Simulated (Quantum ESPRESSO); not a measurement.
# Hf (P6_3/mmc) in Quantum ESPRESSO: a series of runs, part 2 of 3

Quantum ESPRESSO 7.5. Earlier steps stand in the parts before.

## Step 3: Phonons, PBEsol, target pressure 8 GPa, at which the enthalpy is minimised

Input file pw.in:

```
&CONTROL
  calculation = 'scf'
  prefix = 'pwscf'
  outdir = './tmp'
  pseudo_dir = './pseudo'
  tprnfor = .true.
  tstress = .true.
  disk_io = 'low'
/
&SYSTEM
  ibrav = 0
  celldm(1) = 8
  nat = 2
  ntyp = 1
  ecutwfc = 45
  ecutrho = 360
  nbnd = 19
  occupations = 'smearing'
  smearing = 'mv'
  degauss = 0.01469973
/
&ELECTRONS
  conv_thr = 4d-10
  electron_maxstep = 120
  mixing_beta = 0.5
/
ATOMIC_SPECIES
Hf   178.4900 hf_pbesol_v1.uspp.F.UPF
CELL_PARAMETERS alat
  0.7551109378239   0.0000000000000   0.0000000000000
 -0.3775554689119   0.6539452548363   0.0000000000000
  0.0000000000000   0.0000000000000   1.1947320991415
ATOMIC_POSITIONS crystal
Hf     0.6666666667    0.3333333333    0.7500000000
Hf     0.3333333333    0.6666666667    0.2500000000
K_POINTS automatic
8 8 4 0 0 0
```

Input file relax.in:

```
&CONTROL
  calculation = 'vc-relax'
  prefix = 'pwscf'
  outdir = './tmp'
  pseudo_dir = './pseudo'
  tprnfor = .true.
  tstress = .true.
  disk_io = 'low'
  nstep = 40
  forc_conv_thr = 0.0001
  etot_conv_thr = 1d-06
/
&SYSTEM
  ibrav = 0
  celldm(1) = 8
  nat = 2
  ntyp = 1
  ecutwfc = 45
  ecutrho = 360
  nbnd = 19
  occupations = 'smearing'
  smearing = 'mv'
  degauss = 0.01469973
/
&ELECTRONS
  conv_thr = 4d-10
  electron_maxstep = 120
  mixing_beta = 0.5
/
&IONS
  ion_dynamics = 'bfgs'
/
&CELL
  cell_dynamics = 'bfgs'
  press = 80
  press_conv_thr = 0.2
/
ATOMIC_SPECIES
Hf   178.4900 hf_pbesol_v1.uspp.F.UPF
CELL_PARAMETERS alat
  0.7551109378239   0.0000000000000   0.0000000000000
 -0.3775554689119   0.6539452548363   0.0000000000000
  0.0000000000000   0.0000000000000   1.1947320991415
ATOMIC_POSITIONS crystal
Hf     0.6666666667    0.3333333333    0.7500000000
Hf     0.3333333333    0.6666666667    0.2500000000
K_POINTS automatic
8 8 4 0 0 0
```

Input file scf2.in:

```
&CONTROL
  calculation = 'scf'
  prefix = 'pwscf'
  outdir = './tmp'
  pseudo_dir = './pseudo'
  tprnfor = .true.
  tstress = .true.
  disk_io = 'low'
/
&SYSTEM
  ibrav = 0
  celldm(1) = 8
  nat = 2
  ntyp = 1
  ecutwfc = 45
  ecutrho = 360
  nbnd = 19
  occupations = 'smearing'
  smearing = 'mv'
  degauss = 0.01469973
/
&ELECTRONS
  conv_thr = 1d-13
  electron_maxstep = 120
  mixing_beta = 0.5
  startingpot = 'file'
  startingwfc = 'file'
/
ATOMIC_SPECIES
Hf   178.4900 hf_pbesol_v1.uspp.F.UPF
CELL_PARAMETERS alat
  0.7315073877394   0.0000000000000   0.0000000000000
 -0.3657536938697   0.6335039808383   0.0000000000000
  0.0000000000000   0.0000000000000   1.1569185460203
ATOMIC_POSITIONS crystal
Hf     0.6666666666    0.3333333332    0.7500000000
Hf     0.3333333332    0.6666666666    0.2500000000
K_POINTS automatic
8 8 4 0 0 0
```

Input file ph.in:

```
phonons of Hf
&INPUTPH
  prefix = 'pwscf'
  outdir = './tmp'
  tr2_ph = 1d-18
  fildyn = 'dyn'
  niter_ph = 90
  alpha_mix(1) = 0.4
/
0.0000000000 0.0000000000 0.0000000000
```

Input file dynmat.in:

```
&INPUT
  fildyn = 'dyn'
  asr = 'crystal'
  filout = 'dynmat.disp'
  fileig = 'dynmat.eig'
/
```

Potentials or basis: GBRV 1.5 PBEsol.

Run with:

```console
$ OMP_NUM_THREADS=1 pw.x -in pw.in > pw.out
$ OMP_NUM_THREADS=1 pw.x -in relax.in > relax.out
$ OMP_NUM_THREADS=1 pw.x -in scf2.in > scf2.out
$ OMP_NUM_THREADS=1 ph.x -in ph.in > ph.out
$ OMP_NUM_THREADS=1 dynmat.x -in dynmat.in > dynmat.out
```

pw.out:

```text
This program is part of the open-source Quantum ESPRESSO suite
     for quantum simulation of materials; please cite
[... 9 lines left out ...]
     --------------------
     sticks:   dense  smooth     PW     G-vecs:    dense   smooth      PW
     Sum         913     451    139                34905    12299    2093

     Using Slab Decomposition

     bravais-lattice index     =            0
     lattice parameter (alat)  =       8.0000  a.u.
     unit-cell volume          =     302.0596 (a.u.)^3
     number of atoms/cell      =            2
     number of atomic types    =            1
     number of electrons       =        24.00
     number of Kohn-Sham states=           19
     kinetic-energy cutoff     =      45.0000  Ry
     charge density cutoff     =     360.0000  Ry
     scf convergence threshold =      4.0E-10
     mixing beta               =       0.5000
     number of iterations used =            8  plain     mixing
     Exchange-correlation= SLA  PW   PSX  PSC
                           (   1   4  10   8   0   0   0)

     celldm(1)=   8.000000  celldm(2)=   0.000000  celldm(3)=   0.000000
     celldm(4)=   0.000000  celldm(5)=   0.000000  celldm(6)=   0.000000

     crystal axes: (cart. coord. in units of alat)
               a(1) = (   0.755111   0.000000   0.000000 )
               a(2) = (  -0.377555   0.653945   0.000000 )
               a(3) = (   0.000000   0.000000   1.194732 )

     reciprocal axes: (cart. coord. in units 2 pi/alat)
               b(1) = (  1.324309  0.764590 -0.000000 )
               b(2) = (  0.000000  1.529180  0.000000 )
               b(3) = (  0.000000 -0.000000  0.837008 )

     PseudoPot. # 1 for Hf read from file:
     hf_pbesol_v1.uspp.F.UPF
     Pseudo is Ultrasoft + core correction, Zval = 12.0
     Generated by new atomic code, or converted to UPF format
     Using radial grid of  921 points,  8 beta functions with:
                l(1) =   0
                l(2) =   0
                l(3) =   0
                l(4) =   1
                l(5) =   1
                l(6) =   2
                l(7) =   2
                l(8) =   3
     Q(r) pseudized with  6 coefficients,  rinner =    1.200   1.200   1.200
                                                       1.200   1.200   1.200
                                                       1.200

     atomic species   valence    mass     pseudopotential
     Hf               12.00   178.49000     Hf( 1.00)

     24 Sym. Ops., with inversion, found (12 have fractional translation)

   Cartesian axes

     site n.     atom                  positions (alat units)
         1        Hf     tau(   1) = (   0.3775555   0.2179818   0.8960491  )
         2        Hf     tau(   2) = (  -0.0000000   0.4359635   0.2986830  )

     number of k points=    30  Marzari-Vanderbilt smearing, width (Ry)=  0.0147
                       cart. coord. in units 2pi/alat
        k(    1) = (   0.0000000   0.0000000   0.0000000), wk =   0.0078125
        k(    2) = (   0.0000000   0.0000000   0.2092519), wk =   0.0156250
        k(    3) = (   0.0000000   0.0000000  -0.4185039), wk =   0.0078125
        k(    4) = (   0.0000000   0.1911475   0.0000000), wk =   0.0468750
        k(    5) = (   0.0000000   0.1911475   0.2092519), wk =   0.0937500
        k(    6) = (   0.0000000   0.1911475  -0.4185039), wk =   0.0468750
[... 22 lines left out ...]
        k(   29) = (   0.3310772   0.7645900   0.2092519), wk =   0.0937500
        k(   30) = (   0.3310772   0.7645900  -0.4185039), wk =   0.0468750

     Dense  grid:    34905 G-vectors     FFT dimensions: (  40,  40,  60)

     Smooth grid:    12299 G-vectors     FFT dimensions: (  25,  25,  48)

     Initial potential from superposition of free atoms

     starting charge      20.0000, renormalised to      24.0000

     negative rho (up, down):  2.616E-01 0.000E+00
     Starting wfcs are   26 randomized atomic wfcs

     Self-consistent Calculation

     iteration #  1     ecut=    45.00 Ry     beta= 0.50
     Davidson diagonalization with overlap
     ethr =  1.00E-02,  avg # of iterations =  2.5

     negative rho (up, down):  2.276E-01 0.000E+00

     total energy              =    -316.78723837 Ry
     estimated scf accuracy    <       4.72079205 Ry

     iteration #  2     ecut=    45.00 Ry     beta= 0.50
     Davidson diagonalization with overlap
     ethr =  1.00E-02,  avg # of iterations =  2.0

     negative rho (up, down):  2.242E-01 0.000E+00

     total energy              =    -316.98725861 Ry
     estimated scf accuracy    <       0.35752480 Ry
[... 55 lines left out ...]
     iteration #  9     ecut=    45.00 Ry     beta= 0.50
     Davidson diagonalization with overlap
     ethr =  7.58E-11,  avg # of iterations =  2.1

     negative rho (up, down):  2.282E-01 0.000E+00

     total energy              =    -317.06955978 Ry
     estimated scf accuracy    <          1.1E-09 Ry

     iteration # 10     ecut=    45.00 Ry     beta= 0.50
     Davidson diagonalization with overlap
     ethr =  4.64E-12,  avg # of iterations =  2.0

     negative rho (up, down):  2.282E-01 0.000E+00

     End of self-consistent calculation

          k = 0.0000 0.0000 0.0000 (  1533 PWs)   bands (ev):

   -47.2448 -47.1731 -16.3866 -15.6395 -15.6395 -15.5103 -15.5101 -15.5101
     7.2113  10.8870  15.2459  15.7774  15.7774  16.0562  16.5996  16.5996
    17.2314  17.2314  19.9425

          k = 0.0000 0.0000 0.2093 (  1562 PWs)   bands (ev):

   -47.2343 -47.1837 -16.2658 -15.6469 -15.6208 -15.6208 -15.5293 -15.5293
     7.7727  10.5237  14.6857  15.5775  15.5775  15.5906  16.1994  16.1994
    18.0333  18.0334  20.0607

          k = 0.0000 0.0000-0.4185 (  1568 PWs)   bands (ev):

   -47.2091 -47.2091 -15.9642 -15.9642 -15.5752 -15.5752 -15.5752 -15.5752
     9.1907   9.1907  14.7495  14.7495  15.6662  15.6662  15.6662  15.6662
    19.4030  19.4030  19.4030
[... 43 lines left out ...]
          k = 0.0000 0.5734 0.2093 (  1534 PWs)   bands (ev):

   -47.1906 -47.1658 -16.2345 -16.0943 -15.9017 -15.7624 -15.6580 -15.6168
    10.5376  11.9448  12.9618  13.8561  15.3257  15.8304  16.0004  18.7872
    19.3146  19.6267  20.6520

          k = 0.0000 0.5734-0.4185 (  1530 PWs)   bands (ev):

   -47.1782 -47.1782 -16.2179 -16.2179 -15.7243 -15.7243 -15.6901 -15.6901
    11.0973  11.0973  13.6960  13.6960  15.3655  15.3655  17.1884  17.1884
    20.0380  20.0381  20.0890

          k = 0.0000-0.7646 0.0000 (  1538 PWs)   bands (ev):

   -47.1847 -47.1611 -16.2138 -16.0659 -16.0167 -15.8163 -15.7332 -15.6004
    11.2415  11.8518  12.3712  13.8038  15.3825  15.4655  16.2734  20.5073
    21.0211  21.0838  21.5443

          k = 0.0000-0.7646 0.2093 (  1542 PWs)   bands (ev):

   -47.1813 -47.1646 -16.2860 -16.1658 -15.8780 -15.7853 -15.6929 -15.6326
    10.9626  11.7872  13.2449  13.2965  15.7973  15.8621  15.9845  19.3160
    20.6363  20.9577  21.1281

          k = 0.0000-0.7646-0.4185 (  1528 PWs)   bands (ev):

   -47.1729 -47.1729 -16.2846 -16.2846 -15.7231 -15.7231 -15.7096 -15.7096
    11.1861  11.1861  13.6179  13.6179  15.7755  15.7755  17.2429  17.2429
    20.7067  20.7067  20.7975

          k = 0.1655 0.2867 0.0000 (  1549 PWs)   bands (ev):

   -47.2235 -47.1659 -16.2719 -15.8399 -15.7944 -15.6716 -15.5672 -15.5620
     8.5374  12.1042  13.8883  14.1264  15.5452  15.9023  16.6164  17.1490
    17.1594  18.0078  20.4868

          k = 0.1655 0.2867 0.2093 (  1547 PWs)   bands (ev):

   -47.2151 -47.1744 -16.2060 -15.8502 -15.7914 -15.6998 -15.5861 -15.5806
     9.0119  11.7167  13.4848  14.3024  15.3250  15.8161  16.2337  17.0539
    17.8647  18.3584  20.2423

          k = 0.1655 0.2867-0.4185 (  1560 PWs)   bands (ev):
[... 65 lines left out ...]
          k = 0.3311 0.7646 0.2093 (  1534 PWs)   bands (ev):

   -47.1726 -47.1657 -16.1730 -16.1067 -16.0128 -15.8392 -15.7572 -15.6908
    12.1131  12.8754  13.0998  13.1805  14.6940  14.7887  16.5612  18.7263
    19.7022  20.3419  21.1987

          k = 0.3311 0.7646-0.4185 (  1530 PWs)   bands (ev):

   -47.1692 -47.1692 -16.2022 -16.2022 -15.9332 -15.9332 -15.6505 -15.6505
    12.3246  12.3246  13.6443  13.6443  14.3587  14.3587  17.1104  17.1104
    19.8796  19.8796  22.6251

     the Fermi energy is    14.6229 ev

!    total energy              =    -317.06955978 Ry
     estimated scf accuracy    <          8.1E-12 Ry
     smearing contrib. (-TS)   =       0.00019997 Ry
     internal energy E=F+TS    =    -317.06975975 Ry

     The total energy is F=E-TS. E is the sum of the following terms:
     one-electron contribution =     -37.90931614 Ry
     hartree contribution      =      27.52365117 Ry
     xc contribution           =    -150.51472836 Ry
     ewald contribution        =    -156.16936642 Ry

     convergence has been achieved in  10 iterations

     negative rho (up, down):  2.282E-01 0.000E+00

     Forces acting on atoms (cartesian axes, Ry/au):

     atom    1 type  1   force =     0.00000000    0.00000000    0.00000000
     atom    2 type  1   force =     0.00000000   -0.00000000    0.00000000

     Total force =     0.000000     Total SCF correction =     0.000000

     Computing stress (Cartesian axis) and pressure

     negative rho (up, down):  2.282E-01 0.000E+00
          total   stress  (Ry/bohr**3)                   (kbar)     P=      -40.54
  -0.00026475   0.00000000   0.00000000          -38.95        0.00        0.00
   0.00000000  -0.00026475   0.00000000            0.00      -38.95        0.00
   0.00000000   0.00000000  -0.00029730            0.00        0.00      -43.73

=------------------------------------------------------------------------------=
   JOB DONE.
=------------------------------------------------------------------------------=
```

Wall time 3.1 min (1 thread of Intel Xeon 6975P-C (Granite Rapids), shared host); peak memory 0.28 GiB.

Results:

| Quantity | Value |
| --- | --- |
| Free energy | -4313.9065 eV |
| Relaxed volume | 20.34 Å³/atom |
| Relaxed cell | a = 3.097 Å, b = 3.097 Å, c = 4.898 Å, α = 90.00°, β = 90.00°, γ = 120.00° |
| Space group after relaxing (to 0.05 Å) | P6_3/mmc (No. 194) |
| Pressure after relaxing | 7.8 GPa |
| Band gap on the k mesh | none (metal or under the smearing width) |
| Highest phonon frequency at Γ | 151 cm⁻¹ |

Step by step:
| step | energy change (eV) | largest force (eV/Å) | pressure (GPa) | volume (Å³) |
| --- | --- | --- | --- | --- |
| 1 | 0.0000 | 0.0000 | -4.05 | 44.76 |
| 2 | -0.0094 | 0.0000 | 3.30 | 42.07 |
| 3 | 0.0478 | 0.0000 | 8.62 | 40.51 |
| 4 | 0.0387 | 0.0000 | 7.97 | 40.68 |
| 5 | 0.0390 | 0.0000 | 8.00 | 40.68 |
| 6 | 0.0391 | 0.0000 | 8.00 | 40.68 |
| 7 | 0.0391 | 0.0000 | 8.00 | 40.68 |

Final structure:
```
Hf
1.0
     3.09678    0.00000    0.00000
    -1.54839    2.68189    0.00000
     0.00000    0.00000    4.89772
Hf
2
Direct
  0.66667 0.33333 0.75000
  0.33333 0.66667 0.25000
```

Phonon frequencies in cm⁻¹ (negative: imaginary):
```
              q point            frequencies
(0.000, 0.000, 0.000)  -15 -14 -14 73 73 151
```

Optical modes at Γ, degenerate ones joined:
```csv
cm⁻¹,components,symmetry,active in
73,2,E2g,Raman
151,1,B1g,silent
```

Caveat: the mesh is thin for the phonons of a metal; the cell is more than 3 GPa from zero pressure, which shifts response properties. Spin-orbit coupling is left out, which matters for the levels of Hf.

## Step 4: Phonons, PBEsol, target pressure 15 GPa, at which the enthalpy is minimised

pw.in is that of step 3.

relax.in, as its differences from that of step 3:

```diff
@@ -34,3 +34,3 @@
   cell_dynamics = 'bfgs'
-  press = 80
+  press = 150
   press_conv_thr = 0.2
```

scf2.in, as its differences from that of step 3:

```diff
@@ -31,5 +31,5 @@
 CELL_PARAMETERS alat
-  0.7315073877394   0.0000000000000   0.0000000000000
- -0.3657536938697   0.6335039808383   0.0000000000000
-  0.0000000000000   0.0000000000000   1.1569185460203
+  0.7203443652609   0.0000000000000   0.0000000000000
+ -0.3601721826305   0.6238365197889   0.0000000000000
+  0.0000000000000   0.0000000000000   1.1415119529745
 ATOMIC_POSITIONS crystal
```

ph.in is that of step 3.

dynmat.in is that of step 3.

Potentials or basis: GBRV 1.5 PBEsol.

Run with:

```console
$ OMP_NUM_THREADS=1 pw.x -in pw.in > pw.out
$ OMP_NUM_THREADS=1 pw.x -in relax.in > relax.out
$ OMP_NUM_THREADS=1 pw.x -in scf2.in > scf2.out
$ OMP_NUM_THREADS=1 ph.x -in ph.in > ph.out
$ OMP_NUM_THREADS=1 dynmat.x -in dynmat.in > dynmat.out
```

pw.out:

```text
This program is part of the open-source Quantum ESPRESSO suite
     for quantum simulation of materials; please cite
[... 9 lines left out ...]
     --------------------
     sticks:   dense  smooth     PW     G-vecs:    dense   smooth      PW
     Sum         913     451    139                34905    12299    2093

     Using Slab Decomposition

     bravais-lattice index     =            0
     lattice parameter (alat)  =       8.0000  a.u.
     unit-cell volume          =     302.0596 (a.u.)^3
     number of atoms/cell      =            2
     number of atomic types    =            1
     number of electrons       =        24.00
     number of Kohn-Sham states=           19
     kinetic-energy cutoff     =      45.0000  Ry
     charge density cutoff     =     360.0000  Ry
     scf convergence threshold =      4.0E-10
     mixing beta               =       0.5000
     number of iterations used =            8  plain     mixing
     Exchange-correlation= SLA  PW   PSX  PSC
                           (   1   4  10   8   0   0   0)
[... 265 lines left out ...]
    20.7067  20.7067  20.7975

          k = 0.1655 0.2867 0.0000 (  1549 PWs)   bands (ev):
[... 85 lines left out ...]
   -47.1692 -47.1692 -16.2022 -16.2022 -15.9332 -15.9332 -15.6505 -15.6505
    12.3246  12.3246  13.6443  13.6443  14.3587  14.3587  17.1104  17.1104
    19.8796  19.8796  22.6251

     the Fermi energy is    14.6229 ev

!    total energy              =    -317.06955978 Ry
     estimated scf accuracy    <          8.1E-12 Ry
     smearing contrib. (-TS)   =       0.00019997 Ry
     internal energy E=F+TS    =    -317.06975975 Ry

     The total energy is F=E-TS. E is the sum of the following terms:
     one-electron contribution =     -37.90931614 Ry
     hartree contribution      =      27.52365117 Ry
     xc contribution           =    -150.51472836 Ry
     ewald contribution        =    -156.16936642 Ry

     convergence has been achieved in  10 iterations

     negative rho (up, down):  2.282E-01 0.000E+00

     Forces acting on atoms (cartesian axes, Ry/au):

     atom    1 type  1   force =     0.00000000    0.00000000    0.00000000
     atom    2 type  1   force =    -0.00000000   -0.00000000    0.00000000

     Total force =     0.000000     Total SCF correction =     0.000000

     Computing stress (Cartesian axis) and pressure

     negative rho (up, down):  2.282E-01 0.000E+00
          total   stress  (Ry/bohr**3)                   (kbar)     P=      -40.54
  -0.00026475   0.00000000   0.00000000          -38.95        0.00        0.00
   0.00000000  -0.00026475   0.00000000            0.00      -38.95        0.00
   0.00000000   0.00000000  -0.00029730            0.00        0.00      -43.73

=------------------------------------------------------------------------------=
   JOB DONE.
=------------------------------------------------------------------------------=
```

scf2.out:

```text
This program is part of the open-source Quantum ESPRESSO suite
     for quantum simulation of materials; please cite
[... 9 lines left out ...]
     --------------------
     sticks:   dense  smooth     PW     G-vecs:    dense   smooth      PW
     Sum         823     421    121                30313    10707    1809
[... 325 lines left out ...]
   0.00100292   0.00000000  -0.00000000          147.53        0.00       -0.00
   0.00000000   0.00100292  -0.00000000            0.00      147.53       -0.00
  -0.00000000  -0.00000000   0.00100318           -0.00       -0.00      147.57

=------------------------------------------------------------------------------=
   JOB DONE.
=------------------------------------------------------------------------------=
```

It took 3.1 min on 1 thread of Intel Xeon 6975P-C (Granite Rapids), shared host; peak memory 0.29 GiB.

Results:

```yaml
Free_energy: -4313.7803 eV
Relaxed_volume: 19.46 Å³/atom
Relaxed_cell: a = 3.050 Å, b = 3.050 Å, c = 4.832 Å, α = 90.00°, β = 90.00°, γ = 120.00°
Space_group_after_relaxing_to_0.05_Å: P6_3/mmc (No. 194)
Pressure_after_relaxing: 14.8 GPa
Band_gap_on_the_k_mesh: none (metal or under the smearing width)
Highest_phonon_frequency_at_Γ: 160 cm⁻¹
```

Step by step:
| step | energy change (eV) | largest force (eV/Å) | pressure (GPa) | volume (Å³) |
| --- | --- | --- | --- | --- |
| 1 | 0.0000 | 0.0000 | -4.05 | 44.76 |
| 2 | 0.0455 | 0.0000 | 8.46 | 40.55 |
| 3 | 0.1899 | 0.0000 | 16.18 | 38.66 |
| 4 | 0.1629 | 0.0000 | 14.95 | 38.93 |
| 5 | 0.1637 | 0.0000 | 14.99 | 38.92 |
| 6 | 0.1640 | 0.0000 | 15.00 | 38.92 |
| 7 | 0.1641 | 0.0000 | 15.00 | 38.92 |

Final structure:
```
Hf
1.0
     3.04952    0.00000    0.00000
    -1.52476    2.64096    0.00000
     0.00000    0.00000    4.83250
Hf
2
Direct
  0.66667 0.33333 0.75000
  0.33333 0.66667 0.25000
```

Levels at points of the mesh, in eV from the Fermi level:
```tsv
k point	band 9	band 10	band 11	band 12	band 13	band 14	band 15	band 16
(0.00, 0.00, 0.00)	-7.92	-4.26	1.10	1.10	1.15	1.43	2.09	2.09
(0.00, 0.00, -0.50)	-5.69	-5.69	0.02	0.02	0.98	0.98	0.98	0.98
(0.00, -0.50, 0.00)	-3.68	-3.40	-2.79	-0.57	0.65	0.98	1.86	6.80
(0.00, -0.50, -0.50)	-3.98	-3.98	-1.36	-1.36	1.65	1.65	2.88	2.88
```

Phonon frequencies in cm⁻¹ (negative: imaginary):
```csv
q point,frequencies
"(0.000, 0.000, 0.000)",-14 -13 -13 68 68 160
```

Optical modes at Γ, degenerate ones joined:
```
cm⁻¹  components  symmetry  active in
  68           2       E2g      Raman
 160           1       B1g     silent
```

Caveat: the mesh is thin for the phonons of a metal; the cell is more than 3 GPa from zero pressure, which shifts response properties. Spin-orbit coupling is left out, which matters for the levels of Hf.

(Continued in part 3 of 3.)
